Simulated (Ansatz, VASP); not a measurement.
# Two plane-wave programs on KI2

```
CELL_PARAMETERS angstrom
2.09336 1.20860 9.08890
-2.09336 1.20860 9.08890
0.00000 -2.41721 9.08890
ATOMIC_POSITIONS crystal
K 0.00000 0.00000 0.00000
I 0.75806 0.75806 0.75806
I 0.24194 0.24194 0.24194
```

Change from the starting cell: species swapped into the TaS2 type (R-3m, No. 166).

Alike in both runs: functional PBE; k mesh 6 × 6 × 6; occupations gaussian, width 0.1 eV; no spin polarisation.

Ansatz relaxed the structure, and its values are those at the end. VASP's run is a single point on that final structure, the one shown.

|  | VASP | Ansatz |
| --- | --- | --- |
| version | VASP 6.6.1 | Ansatz 0.2.0 |
| potentials or method | VASP PAW PBE potentials, release 64 (K_sv, I) | scalar-relativistic, plane waves, PAW |
| plane-wave cutoff (eV) | 520 | 420 |
| valence electrons in the cell | 23 | 43 |

```csv
,VASP,Ansatz,Ansatz less VASP
gap on the k mesh at the Fermi level (eV),none,none,-
pressure (GPa),0.1,0.1,-0.02
rms of the force components (eV/Å),0.009,0.005,-0.0037
```

A gap of «none» marks a metal or a gap that the smearing closes. The two sets of potentials don't hold the same shells in valence.

Caveats: an odd number of electrons without spin polarisation forces a metal; a magnetic or distorted state may lie lower. Spin-orbit coupling is left out, which matters for the levels of I.
